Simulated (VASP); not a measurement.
# W: relaxation of cell and atoms with PBE

The system is W.

```xyz
1
Lattice="-1.5927 1.5927 1.5927 1.5927 -1.5927 1.5927 1.5927 1.5927 -1.5927" Properties=species:S:1:pos:R:3 pbc="T T T"
W     0.0000    0.0000    0.0000
```

```
Program                : VASP 6.6.1
Task                   : relaxation of cell and atoms
Functional             : PBE
Potentials or basis    : VASP PAW PBE potentials, release 64 (W_sv)
Cutoff                 : 520 eV
k mesh                 : 18 × 18 × 18
Occupations            : gaussian, width 0.1 eV
Spin                   : collinear spin, ferromagnetic start
Starting moments       : [1] μB
Further INCAR settings : ALGO = Normal; EDIFF = 1e-07; IBRION = 2; EDIFFG = -0.002; NSW = 80; ISIF = 3
```

The pressure after relaxing is 0.0 GPa. The band gap on the k mesh is none (metal or under the smearing width) and the net moment is 0.00 μB per cell. The valence electrons inside the program's atomic spheres are W 12.05.

Final structure:
```yaml
crystal:
  lattice:
    - [-1.59266, 1.59266, 1.59266]
    - [1.59266, -1.59266, 1.59266]
    - [1.59266, 1.59266, -1.59266]
  atoms:
    - { symbol: W, position: [0.00000, 0.00000, 0.00000] }
```

Levels at points of the mesh, in eV from the Fermi level:
Spin up:
```csv
k point,band 5,band 6,band 7,band 8,band 9,band 10
"(0.00, 0.00, 0.00)",-9.53,-1.19,-1.19,-1.19,2.22,2.22
"(0.50, 0.00, 0.00)",-6.15,-3.47,0.61,2.10,3.06,5.98
"(0.50, 0.50, 0.50)",-5.68,-5.68,5.03,5.03,5.03,8.09
```
Spin down:
```csv
k point,band 3,band 4,band 5,band 6,band 7,band 8,band 9,band 10,band 11,band 12
"(0.00, 0.00, 0.00)",-37.79,-37.79,-9.53,-1.19,-1.19,-1.19,2.22,2.22,14.47,14.47
"(0.50, 0.00, 0.00)",-38.19,-37.80,-6.15,-3.47,0.61,2.10,3.06,5.98,10.78,11.44
"(0.50, 0.50, 0.50)",-38.64,-38.64,-5.68,-5.68,5.03,5.03,5.03,8.09,8.09,8.09
```

Run time: 36 s on 1 thread of Intel(R) Xeon(R) Platinum 8488C (Sapphire Rapids) (shared host), peak memory 0.2 GiB.

Caveat: the relaxation stopped at its first step, so nothing moved. The run has no spin-orbit coupling, so splittings on W are missing.
